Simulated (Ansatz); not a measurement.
Crystal: Pb.

```xyz
1
Lattice="0.0000 2.4750 2.4750 2.4750 0.0000 2.4750 2.4750 2.4750 0.0000" Properties=species:S:1:pos:R:3 pbc="T T T"
Pb    0.0000    0.0000    0.0000
```

```yaml
Program: Ansatz 0.2.0
Task: relaxation of cell and atoms
Functional: PBEsol
Dispersion: D3(BJ)
Potentials_or_basis: all-electron LAPW, scalar-relativistic
Basis_error_allowed: 0.001 eV/atom
k_mesh: 9 × 9 × 9
Occupations: fermi-dirac, width 0.05 eV
Spin: no spin polarisation
```

At the start: volume 30.32 Å³/atom.

How do energy, volume and symmetry change on relaxing?

Over 5 steps the energy falls by 18.3 meV/atom and the volume is 28.50 Å³/atom (-6.0 %); space group Fm-3m (No. 225, to 0.05 Å).

Step by step:
| step | energy change (eV) | largest force (eV/Å) | volume (Å³) |
| --- | --- | --- | --- |
| 1 | 0.0000 | 0.0000 | 30.32 |
| 2 | -0.0180 | 0.0000 | 28.27 |
| 3 | -0.0183 | 0.0000 | 28.53 |
| 4 | -0.0183 | 0.0000 | 28.50 |
| 5 | -0.0183 | 0.0000 | 28.50 |

Final structure:
```
Pb
1.0
     0.00000    2.42454    2.42454
     2.42454    0.00000    2.42454
     2.42454    2.42454    0.00000
Pb
1
Direct
  0.00000 0.00000 0.00000
```

The cell as given is a measured one (30.32 Å³/atom); PBEsol+D3(BJ) puts the equilibrium volume -6.0 % from it, thermal expansion not counted.
